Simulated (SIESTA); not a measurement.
Runs of SIESTA 5.4.2 on GaAs. The structure is cubic, space group F-43m (No. 216). The conventional cell has a = 5.654 Å, b = 5.654 Å, c = 5.654 Å, α = 90.00°, β = 90.00°, γ = 90.00°. As (site symmetry -43m) is surrounded by 4 Ga at 2.45 Å. Ga (site symmetry -43m) is surrounded by 4 As at 2.45 Å. 

```csv
task,level,potentials or basis,spin,cell,k mesh,density-matrix tolerance,hamiltonian tolerance,broadening (eV),window to (eV),polarisation,energy shift,other keys,gap on the mesh (eV),pressure (GPa)
electrostatic potential,vdW-DF-C09,"PseudoDojo 0.4 standard (PBE files, fully relativistic), SZ (energy shift 0.002 Ry; radii capped at 9.5 bohr)","non-collinear, ferromagnetic start, SOC",as given,6 × 6 × 6,1e-07,0.1 eV,-,-,-,0.002 Ry,dm_tol = 1e-07; h_tol = 0.1,0.45,(a)
optical spectrum,PBEsol,"PseudoDojo 0.4 standard (PBEsol files), TZP (energy shift 0.002 Ry; radii capped at 9.5 bohr)",off,as given,6 × 6 × 6,-,-,0.2 eV,30 eV,unpolarized,0.002 Ry,-,0.40,1.9
density of states,RPBE,"Ansatz (PBE files), DZP (energy shift 0.002 Ry; radii capped at 9.5 bohr)",off,volume scaled by 0.92,8 × 8 × 8,-,-,0.1 eV,15 eV,-,0.002 Ry,-,1.41,17.0
band structure,WC,"PseudoDojo 0.4 standard (PBEsol files), DZP (energy shift 0.002 Ry; radii capped at 9.5 bohr)",off,as given,8 × 8 × 8,-,-,-,-,-,0.002 Ry,-,0.43,(b)
atomic charges,PBEJsJrLO,"PseudoDojo 0.4 standard (PBE files), TZ (energy shift 0.002 Ry; radii capped at 9.5 bohr)",off,as given,8 × 8 × 8,-,-,-,-,-,0.002 Ry,-,(c),2.8
relaxation of cell and atoms,PBEGcGxHEG,"SPMS 1.0 NC or PseudoDojo by element (PBE files), DZDP (energy shift 0.0075 Ry)",off,"relaxed from: atoms moved at random, drawn with an rms of 0.15 Å",8 × 8 × 8,-,-,-,-,-,0.0075 Ry,mixer = Broyden; weight = 0.5; history = 3; shift = 0.0075,0.43,0.0
```

Alike in all rows: smearing fermi-dirac 0.05 eV; grid cutoff 800 Ry.

Q: Estimate the missing entries.

A: (a) 6.0; (b) 2.3; (c) 0.38.

Caveats: the basis of atomic orbitals isn't converged, which shifts pressures, moduli and gaps; the potentials were made for another functional, which shifts forces and pressure (some runs); semicore shells carry a single zeta, which can move pressures by several GPa and volumes by a few percent (some runs); the basis has no polarisation orbitals (some runs); the basis holds too few empty states to meet the f-sum rule, so the spectrum is short of weight at high energy (some runs); spectra need much finer meshes, so this one isn't converged (some runs); independent-particle spectra lack excitons (some runs).

A k mesh can miss the band edges, and rows without SOC leave out spin-orbit coupling on As, Ga.

Runs at the PBE level aren't shown here.
